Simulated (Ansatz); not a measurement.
# SiO2 (P6_422) in Ansatz: reference runs

Reference runs on SiO2: the cell as given and a disturbed copy.

Program: Ansatz 0.2.0. These are calculated values, not measurements. Logs are shortened: lines on timing, memory, paths and dates and some standing lists are left out, and cuts for length are marked.

**1. The crystal as given**

Symmetry: P6_422, No. 181, hexagonal system. Conventional cell: a = 5.061 Å, b = 5.061 Å, c = 5.541 Å, α = 90.00°, β = 90.00°, γ = 120.00°. Si (site symmetry 222) is surrounded by 4 O at 1.61 Å. O (site symmetry 2) is surrounded by 2 Si at 1.61 Å.

The cell comes from a database or a generator and needn't be the stable form of this composition.

**2. Single point, PBE**

Contents of input.yaml:

```yaml
crystal:
  lattice:
    - [5.0605222284, 0.0, 0.0]
    - [-2.5302611142, 4.3825408062, 0.0]
    - [0.0, 0.0, 5.54135331]
  atoms:
    - { symbol: Si, position: [0.5, 0.0, 0.0] }
    - { symbol: Si, position: [0.5, 0.5, 0.6666666667] }
    - { symbol: Si, position: [0.0, 0.5, 0.3333333333] }
    - { symbol: O, position: [0.20860537, 0.79139463, 0.1666666667] }
    - { symbol: O, position: [0.20860537, 0.41721074, 0.5] }
    - { symbol: O, position: [0.41721074, 0.20860537, 0.8333333333] }
    - { symbol: O, position: [0.79139463, 0.20860537, 0.1666666667] }
    - { symbol: O, position: [0.79139463, 0.58278926, 0.5] }
    - { symbol: O, position: [0.58278926, 0.79139463, 0.8333333333] }
hamiltonian:
  xc: pbe
  pseudopotentials: { kind: paw }
kpoints:
  mp_grid: { grid: [6, 6, 5] }
scf:
  occupations: { method: fermi_dirac, width: 0.05 }
output:
  forces: true
  stress: true
  eigenvalues: true
  write_density: true
  write_potential: true
  elf: true
  volumetric_format: npy
```

Potentials or basis: Ansatz PAW.

The run is started by

```bash
$ ansatz run input.yaml --threads 4 --pin off --max-ram 10240MiB --backend cpu --events-out ev --progress --plain --runs-dir out
```

Log:

```text
Warning: RAYON_NUM_THREADS=4 ignored (pool sized by the plan → 4); use --threads N
Engine: ansatz 0.2.0, x86_64-unknown-linux-gnu
Pseudopotentials: kind: paw
Pseudopotential: Si, paw, valence charge 4, recommended cutoff 420 eV (normal), Si.paw.azcp
Pseudopotential: O, paw, valence charge 6, recommended cutoff 420 eV (normal), O.paw.azcp
Functional definition: PBE
  parameter kappa = 0.804
  parameter beta = 0.06672455060314922
  exchange = pbe_x(kappa = kappa, mu = beta*pi^2/3)
  correlation = pbe_c(beta = beta)
Crystal: 9 atoms, lattice volume = 122.896 Å³
Basis set: ecut = 420 eV, 2449 PW (Γ), exchange–correlation on 72×72×80 points (8 copies of the dense FFT grid, shifted against one another)
Bands: 33, of which v1, the nominal top of the filled ones, is band 24 counted from 1 (23 counted from 0)
Symmetry: 12 space group operations
Space group: P6422 (ITA 181), of the structure as read, at distance tolerance 5.0e-5 Å
k-points: 21 of 180 (time reversal used)
Non-local potential: Si, projectors of the file, l = 0: 2, l = 1: 2, l = 2: 2
Non-local potential: O, projectors of the file, l = 0: 2, l = 1: 2, l = 2: 1
PAW form: soft (Blöchl's): semilocal exchange-correlation on the pseudo side does not see the compensation charge
PAW one-centre angular grid: Si, 110 points (default); XC on 64 Gauss nodes
PAW one-centre angular grid: O, 110 points (default); XC on 64 Gauss nodes
Initial density: superposition of atomic densities (neutral atoms: chi_scale 0, normalization atom), corrected by the library's trained network
Initial wavefunctions: pseudopotential atomic-orbital guess
Functional: x = pbe(κ = 0.804, μ = 0.2195149727645171), c = pbe(β = 0.06672455060314922)
SCF iter   1: F=—  HF=-5322.137755 eV  |F-HF|=—  |Δ(HF+E_count)|=         —  Δρ=1.63e-3  dr2=2.10e-3  ethr=1.77e-3  ⟨swp⟩=6.7  Hψ=3823  notcnv=0  defer=16
preconditioner: auto → Resta (q_TF=auto, 2.333 Å⁻¹)  ε∞=2.9  [insulator: Δε(μ)=5.700 eV  Ē_g=16.849 eV  σ=0.050 eV  W_gap=1.00  n_scr=22 (ndim 8)  ℏωp=23.2 eV  f_vac=0.192  D(μ)=0.00/eV (n_scr^D=0)  ε∞_Penn≈2.9]
SCF iter   2: F=—  HF=-5322.139656 eV  |F-HF|=—  |Δ(HF+E_count)|=   1.90e-3  Δρ=5.94e-4  dr2=1.77e-4  ethr=4.37e-6  ⟨swp⟩=2.2  Hψ=1359  notcnv=0  defer=28
SCF iter   3: F=—  HF=-5322.140039 eV  |F-HF|=—  |Δ(HF+E_count)|=   3.83e-4  Δρ=2.47e-4  dr2=4.22e-5  ethr=3.69e-7  ⟨swp⟩=2.7  Hψ=1181  notcnv=0  defer=28
SCF iter   4: F=—  HF=-5322.140084 eV  |F-HF|=—  |Δ(HF+E_count)|=   4.50e-5  Δρ=3.96e-5  dr2=1.76e-6  ethr=8.79e-8  ⟨swp⟩=2.1  Hψ=1052  notcnv=0  defer=28
SCF iter   5: F=—  HF=-5322.140086 eV  |F-HF|=—  |Δ(HF+E_count)|=   1.88e-6  Δρ=7.93e-6  dr2=1.28e-7  ethr=3.66e-9  ⟨swp⟩=3.0  Hψ=1327  notcnv=0  defer=28
SCF iter   6: F=-5322.140086 eV  HF=-5322.140086 eV  |F-HF|=6.77e-9  |Δ(HF+E_count)|=   1.65e-7  Δρ=1.70e-6  dr2=5.40e-9  ethr=2.08e-10  ⟨swp⟩=15.4  Hψ=5003  notcnv=0
SCF 1 converged in 6 iterations: F = -5322.140086 eV  dr2 = 5.40e-9
SCF converged after 6 iterations
Free energy (F): -5322.140086 eV
Harris-Foulkes:  -5322.140086 eV  (|F-HF|=6.77e-9)
Internal energy: -5322.140086 eV  (E = F + TS)
E sigma→0 (E₀):  -5322.140086 eV
Fermi energy:    4.799850 eV
--- Per-component energies (eV) ---
  E_band       = -243.132942
  E_kinetic    = 1210.035403
  E_local      = -3181.885037  (includes V_loc(G=0)·N_el)
  E_nonlocal   = 361.103262
  E_hartree    = 1154.882653
  E_xc         = -612.917431
  E_vxc        = -711.430482  (∫ρ·V_xc dr)
  E_paw        = -2494.607651  (= ΣΔE_a)
  E_vpaw       = -230.737184  (= ΣTr[D̂ρ^β])
  E_aug_tail   = 0.015703  (compensation charges beyond the density's cutoff)
  E_ewald      = -1758.766989
  E_smearing   = -0.000000  (= −TS)
  E_closure    = 0.000000  (closes the sum)
  Σ components = -5322.140086   (vs F -5322.140086, Δ=0.00e0)
--- Forces (eV/Å), atoms counted from 1 ---
  atom   1  Si     0.00000000    -0.00000000    -0.00000000
  atom   2  Si     0.00000000     0.00000000     0.00000000
  atom   3  Si    -0.00000000     0.00000000     0.00000000
  atom   4  O     -0.21450824     0.12384639     0.00000000
  atom   5  O     -0.00000000    -0.24769278    -0.00000000
  atom   6  O     -0.21450824    -0.12384639    -0.00000000
  atom   7  O      0.21450824    -0.12384639     0.00000000
  atom   8  O     -0.00000000     0.24769278    -0.00000000
  atom   9  O      0.21450824     0.12384639     0.00000000
  max |Σ_I F_I| component: 5.55e-17 eV/Å
--- Stress (GPa, compression-positive) ---
        5.012050       0.000000       0.000000
        0.000000       5.012050      -0.000000
        0.000000      -0.000000       4.919816
  P = ⅓ Tr σ = 4.9813 GPa (49.813 kbar)
--- Band table (eV; the first three rows and the last of 21) ---
  k-point 0: bands = ["-17.5624", "-16.1015", "-16.1015", "-15.5023", "-15.4529", "-15.4529", "-6.6898", "-6.6898", "-3.8577", "-3.5878", "-3.4921", "-3.4921", "-1.0285", "-1.0015", "-1.0015", "-0.7049", "0.1333", "0.1418", "0.1418", "0.8708", "0.8708", "1.3987", "1.3987", "1.6678", "7.5775", "10.8594", "10.8594", "11.0990", "11.0990", "11.9810", "12.9886", "14.0417", "15.0008"]
  k-point 1: bands = ["-17.4901", "-16.5404", "-15.7150", "-15.4973", "-15.4589", "-15.4512", "-7.4077", "-5.8099", "-3.9025", "-3.7955", "-3.7426", "-3.1216", "-1.0725", "-0.9537", "-0.8290", "-0.5947", "-0.0427", "0.0671", "0.1245", "0.3647", "0.9964", "1.2944", "1.7125", "1.7353", "7.9394", "10.6363", "10.7163", "10.9761", "11.5985", "12.2332", "12.7804", "13.9042", "14.5155"]
  k-point 2: bands = ["-17.2799", "-16.9515", "-15.4848", "-15.4813", "-15.4703", "-15.4512", "-7.8173", "-4.9282", "-4.2024", "-3.9730", "-3.9580", "-2.8415", "-0.9686", "-0.8275", "-0.6873", "-0.3470", "-0.3142", "-0.1064", "-0.1012", "0.0440", "0.7461", "1.5343", "1.8123", "1.8639", "8.8553", "9.9457", "10.4161", "11.3312", "12.0727", "12.2479", "12.9031", "13.7521", "13.9556"]
  k-point 20: bands = ["-17.0570", "-16.5158", "-16.3128", "-15.5111", "-15.4871", "-15.4759", "-6.3723", "-5.8351", "-4.9907", "-3.5801", "-3.2676", "-3.2668", "-1.3955", "-1.0430", "-1.0018", "-0.2555", "-0.1682", "-0.1259", "0.6213", "0.8262", "0.8964", "1.0918", "1.1396", "1.3631", "10.4687", "10.9936", "11.5343", "11.5888", "11.9451", "12.0989", "12.2206", "12.7498", "13.1294"]
```

rho_z.tsv:

```text
# z_ang	rho[e/angstrom^3]
# format = ansatz-planar-average/11
# lattice	5.060522228	0.000000000	0.000000000
# lattice	-2.530261114	4.382540806	0.000000000
# lattice	0.000000000	0.000000000	5.541353310
# sites	9
# site	14	2.530261114	0.000000000	0.000000000
# site	14	1.265130557	2.191270403	3.694235540
# site	14	-1.265130557	2.191270403	1.847117770
# site	8	-0.946782946	3.468319260	0.923558885
# site	8	0.000000000	1.828443093	2.770676655
# site	8	1.583478168	0.914221546	4.617794425
# site	8	3.477044061	0.914221546	0.923558885
# site	8	2.530261114	2.554097713	2.770676655
# site	8	0.946782946	3.468319260	4.617794425
0.000000	1.563872e-1
0.138534	1.730858e-1
0.277068	2.246459e-1
0.415601	3.177833e-1
0.554135	4.481002e-1
0.692669	5.802545e-1
[... 32 lines left out ...]
5.264286	2.246459e-1
5.402819	1.730858e-1
```

v_z.tsv:

```text
# z_ang	v_es[eV]	v_tot[eV]
# format = ansatz-planar-average/11
# xc	pbe
# density_cutoff_ev	1680
# datasets	Si=:simpson_from_first_knot:soft	O=:simpson_from_first_knot:soft
# lattice	5.060522228	0.000000000	0.000000000
# lattice	-2.530261114	4.382540806	0.000000000
# lattice	0.000000000	0.000000000	5.541353310
# sites	9
# site	14	2.530261114	0.000000000	0.000000000
# site	14	1.265130557	2.191270403	3.694235540
# site	14	-1.265130557	2.191270403	1.847117770
# site	8	-0.946782946	3.468319260	0.923558885
# site	8	0.000000000	1.828443093	2.770676655
# site	8	1.583478168	0.914221546	4.617794425
# site	8	3.477044061	0.914221546	0.923558885
# site	8	2.530261114	2.554097713	2.770676655
# site	8	0.946782946	3.468319260	4.617794425
0.000000	2.384955e0	-5.615404e0
0.138534	2.520478e0	-5.550130e0
0.277068	2.451264e0	-5.819508e0
0.415601	1.916020e0	-6.632048e0
0.554135	1.412493e0	-7.418330e0
0.692669	1.039528e0	-8.043859e0
[... 32 lines left out ...]
5.264286	2.451264e0	-5.819508e0
5.402819	2.520478e0	-5.550130e0
```

Run time: 2.7 s. Hardware: 4 threads of Intel Xeon Platinum 8375C at 2.90GHz (Ice Lake), shared host; peak memory 0.48 GiB.

What came out:

```
Free energy            : -5322.1401 eV
Pressure               : 5.0 GPa
Largest force          : 0.248 eV/Å
Band gap on the k mesh : 5.71 eV, indirect (least direct gap 5.91 eV)
```

Forces on the atoms (eV/Å):
```
Si   0.000  0.000  0.000
Si   0.000  0.000  0.000
Si   0.000  0.000  0.000
O   -0.215  0.124  0.000
O    0.000 -0.248  0.000
O   -0.215 -0.124  0.000
O    0.215 -0.124  0.000
O    0.000  0.248  0.000
O    0.215  0.124  0.000
```

Caveat: odd divisions of the mesh miss points on the zone boundary, where band edges often lie, so the gap on the mesh can be too wide; the pressure holds a Pulay correction of +0.6 GPa for the finite cutoff. As with any semilocal functional, this PBE gap is likely too small.

**3. Single point, PBE (atoms moved at random, drawn with an rms of 0.05 Å)**

Contents of input.yaml:

```yaml
crystal:
  lattice:
    - [5.0605222284, 0.0, 0.0]
    - [-2.5302611142, 4.3825408062, 0.0]
    - [0.0, 0.0, 5.54135331]
  atoms:
    - { symbol: Si, position: [0.502878, -0.003254, -0.002786] }
    - { symbol: Si, position: [0.508236, 0.502803, 0.663944] }
    - { symbol: Si, position: [0.003241, 0.501766, 0.336418] }
    - { symbol: O, position: [0.207546, 0.779554, 0.174531] }
    - { symbol: O, position: [0.206824, 0.415073, 0.505559] }
    - { symbol: O, position: [0.4173, 0.211001, 0.8277] }
    - { symbol: O, position: [0.802601, 0.21799, 0.158239] }
    - { symbol: O, position: [0.777957, 0.591015, 0.497976] }
    - { symbol: O, position: [0.587615, 0.796573, 0.828942] }
hamiltonian:
  xc: pbe
  pseudopotentials: { kind: paw }
kpoints:
  mp_grid: { grid: [6, 6, 5] }
scf:
  occupations: { method: fermi_dirac, width: 0.05 }
output:
  forces: true
  stress: true
  eigenvalues: true
```

Potentials or basis: Ansatz PAW.

The run is started by

```bash
$ ansatz run input.yaml --threads 4 --pin off --max-ram 10240MiB --backend cpu --events-out ev --progress --plain --runs-dir out
```

Log:

```text
Warning: RAYON_NUM_THREADS=4 ignored (pool sized by the plan → 4); use --threads N
[... 9 set-up lines as earlier in the session ...]
Crystal: 9 atoms, lattice volume = 122.896 Å³
Basis set: ecut = 420 eV, 2449 PW (Γ), exchange–correlation on 72×72×80 points (8 copies of the dense FFT grid, shifted against one another)
Bands: 33, of which v1, the nominal top of the filled ones, is band 24 counted from 1 (23 counted from 0)
Symmetry: 1 space group operations
Space group: P1 (ITA 1), of the structure as read, at distance tolerance 5.0e-5 Å
k-points: 92 of 180 (time reversal used)
[... 8 set-up lines as earlier in the session ...]
SCF iter   1: F=—  HF=-5321.719655 eV  |F-HF|=—  |Δ(HF+E_count)|=         —  Δρ=1.71e-3  dr2=2.26e-3  ethr=1.77e-3  ⟨swp⟩=6.8  Hψ=16884  notcnv=0  defer=77
preconditioner: auto → Resta (q_TF=auto, 2.333 Å⁻¹)  ε∞=2.9  [insulator: Δε(μ)=5.623 eV  Ē_g=16.771 eV  σ=0.050 eV  W_gap=1.00  n_scr=22 (ndim 8)  ℏωp=23.2 eV  f_vac=0.191  D(μ)=0.00/eV (n_scr^D=0)  ε∞_Penn≈2.9]
SCF iter   2: F=—  HF=-5321.721378 eV  |F-HF|=—  |Δ(HF+E_count)|=   1.72e-3  Δρ=6.48e-4  dr2=2.11e-4  ethr=4.71e-6  ⟨swp⟩=2.1  Hψ=5837  notcnv=0  defer=127
SCF iter   3: F=—  HF=-5321.721775 eV  |F-HF|=—  |Δ(HF+E_count)|=   3.97e-4  Δρ=2.81e-4  dr2=5.45e-5  ethr=4.40e-7  ⟨swp⟩=2.9  Hψ=5493  notcnv=0  defer=51
automatic band count: iteration 3 solves 32 bands in place of 33: the levels show a gap, and the empty bands left out lie too high to hold charge; the band table lists the bands solved (type scf.n_extra_bands for more)
SCF iter   4: F=—  HF=-5321.721830 eV  |F-HF|=—  |Δ(HF+E_count)|=   5.50e-5  Δρ=4.58e-5  dr2=2.42e-6  ethr=1.14e-7  ⟨swp⟩=2.0  Hψ=4519  notcnv=0  defer=51
SCF iter   5: F=—  HF=-5321.721832 eV  |F-HF|=—  |Δ(HF+E_count)|=   2.24e-6  Δρ=2.13e-5  dr2=5.03e-7  ethr=5.05e-9  ⟨swp⟩=2.0  Hψ=4498  notcnv=0  defer=51
SCF iter   6: F=—  HF=-5321.721833 eV  |F-HF|=—  |Δ(HF+E_count)|=   1.59e-7  Δρ=1.11e-5  dr2=1.22e-7  ethr=1.05e-9  ⟨swp⟩=2.0  Hψ=4570  notcnv=0  defer=51
SCF iter   7: F=-5321.721833 eV  HF=-5321.721833 eV  |F-HF|=5.39e-9  |Δ(HF+E_count)|=   1.35e-8  Δρ=2.14e-6  dr2=6.85e-9  ethr=2.08e-10  ⟨swp⟩=8.9  Hψ=12147  notcnv=0
SCF 1 converged in 7 iterations: F = -5321.721833 eV  dr2 = 6.85e-9
SCF converged after 7 iterations
Free energy (F): -5321.721833 eV
Harris-Foulkes:  -5321.721833 eV  (|F-HF|=5.39e-9)
Internal energy: -5321.721833 eV  (E = F + TS)
E sigma→0 (E₀):  -5321.721833 eV
Fermi energy:    4.781907 eV
--- Per-component energies (eV) ---
  E_band       = -242.700083
  E_kinetic    = 1210.270283
  E_local      = -3181.946737  (includes V_loc(G=0)·N_el)
  E_nonlocal   = 361.511382
  E_hartree    = 1154.868159
  E_xc         = -612.991846
  E_vxc        = -711.504870  (∫ρ·V_xc dr)
  E_paw        = -2494.651674  (= ΣΔE_a)
  E_vpaw       = -230.782430  (= ΣTr[D̂ρ^β])
  E_aug_tail   = 0.015603  (compensation charges beyond the density's cutoff)
  E_ewald      = -1758.797002
  E_smearing   = -0.000000  (= −TS)
  E_closure    = 0.000000  (closes the sum)
  Σ components = -5321.721833   (vs F -5321.721833, Δ=0.00e0)
--- Forces (eV/Å), atoms counted from 1 ---
  atom   1  Si    -1.10873937     0.76803222     0.75075576
  atom   2  Si    -3.12133154    -0.60009824     1.78319573
  atom   3  Si    -1.24018032    -1.41972415     1.48211478
  atom   4  O      1.10889967     3.14808753    -2.18387354
  atom   5  O     -0.62569383    -0.21577914     0.00135079
  atom   6  O      0.61184218    -1.38949108     1.23934176
  atom   7  O     -0.43918081    -0.69691331     0.05432756
  atom   8  O      4.49108222     0.56391647    -3.12824018
  atom   9  O      0.32332740    -0.15800867     0.00101053
  max |Σ_I F_I| component: 2.56e-5 eV/Å
--- Stress (GPa, compression-positive) ---
        4.765641       1.638286      -2.849782
        1.638283       6.718137      -2.304221
       -2.849784      -2.304230       6.246402
  P = ⅓ Tr σ = 5.9101 GPa (59.101 kbar)
--- Band table (eV; the first three rows and the last of 92) ---
  k-point 0: bands = ["-17.5757", "-16.2054", "-16.0769", "-15.4675", "-15.4573", "-15.3918", "-6.7024", "-6.5974", "-3.8469", "-3.5896", "-3.4962", "-3.3791", "-1.0482", "-1.0359", "-0.9869", "-0.6903", "0.1061", "0.1172", "0.1877", "0.8327", "0.9093", "1.4039", "1.4225", "1.6807", "7.5246", "10.7027", "10.7723", "11.0718", "11.1890", "11.8761", "12.9181", "14.0642"]
  k-point 1: bands = ["-17.5052", "-16.5664", "-15.7928", "-15.4621", "-15.4497", "-15.3785", "-7.3641", "-5.7746", "-3.8969", "-3.7956", "-3.6788", "-3.0700", "-1.0834", "-0.9689", "-0.8413", "-0.5833", "-0.0573", "0.0501", "0.1318", "0.3945", "1.0128", "1.2858", "1.7132", "1.7569", "7.8837", "10.5378", "10.6223", "11.0033", "11.5620", "12.1136", "12.7566", "13.8901"]
  k-point 2: bands = ["-17.3043", "-16.9596", "-15.6396", "-15.4542", "-15.4413", "-15.3227", "-7.7695", "-4.9021", "-4.1888", "-3.9843", "-3.8833", "-2.7888", "-0.9806", "-0.8339", "-0.6964", "-0.3684", "-0.3336", "-0.1449", "-0.0793", "0.1131", "0.7608", "1.5180", "1.8126", "1.8849", "8.7902", "9.8637", "10.3576", "11.3212", "11.9423", "12.3151", "12.7047", "13.7090"]
  k-point 91: bands = ["-17.0694", "-16.7615", "-16.1079", "-15.5629", "-15.4425", "-15.3832", "-6.6872", "-5.6140", "-4.7720", "-3.6372", "-3.3067", "-3.1235", "-1.4346", "-1.3035", "-0.7011", "-0.3923", "-0.2945", "0.2025", "0.5297", "0.6419", "0.9044", "1.0559", "1.2591", "1.5928", "10.1087", "10.9461", "11.1834", "11.5606", "11.8364", "12.0179", "12.1210", "12.6084"]
```

It took 7.4 s on 4 threads of Intel Xeon Platinum 8375C at 2.90GHz (Ice Lake), shared host; peak memory 0.59 GiB.

Results:

```yaml
Free_energy: -5321.7218 eV
Pressure: 5.9 GPa
Largest_force: 5.502 eV/Å
Band_gap_on_the_k_mesh: 5.64 eV, indirect (least direct gap 5.84 eV)
```

Forces on the atoms (eV/Å):
```
Si  -1.109  0.768  0.751
Si  -3.121 -0.600  1.783
Si  -1.240 -1.420  1.482
O    1.109  3.148 -2.184
O   -0.626 -0.216  0.001
O    0.612 -1.389  1.239
O   -0.439 -0.697  0.054
O    4.491  0.564 -3.128
O    0.323 -0.158  0.001
```

Stress tensor (GPa, compression positive):
```
 4.77  1.64 -2.85
 1.64  6.72 -2.30
-2.85 -2.30  6.25
```

Caveat: odd divisions of the mesh miss points on the zone boundary, where band edges often lie, so the gap on the mesh can be too wide; the pressure holds a Pulay correction of +0.6 GPa for the finite cutoff.
